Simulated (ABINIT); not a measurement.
Runs of ABINIT 10.8.3 (patched build) on AgCl (Chlorargyrite). It takes space group Fm-3m (No. 225, cubic). Conventional cell: a = 5.470 Å, b = 5.470 Å, c = 5.470 Å, α = 90.00°, β = 90.00°, γ = 90.00°. Ag (site symmetry m-3m) has 6 Cl at 2.73 Å as nearest neighbours. Cl (site symmetry m-3m) is surrounded by 6 Ag at 2.73 Å. 

```csv
share of exact exchange,gap on the mesh (eV)
0.35,(b)
0.15,(a)
0.25,3.06
0.05,1.33
0.5,5.30
```

Alike in all rows: task single point; level PBE0; potentials or basis SPMS NC PBE v1.0; no spin polarisation; cell as given; k mesh 6 × 6 × 6; cutoff (eV) 599; smearing fermi-dirac 0.05 eV.

Q: Fill in the values left out.

A: (a) 2.19; (b) 3.94.

Caveats: exact exchange is summed on a coarse mesh, which widens gaps by tenths of an eV.

A k mesh can miss the band edges, and the runs leave out spin-orbit coupling on Ag.
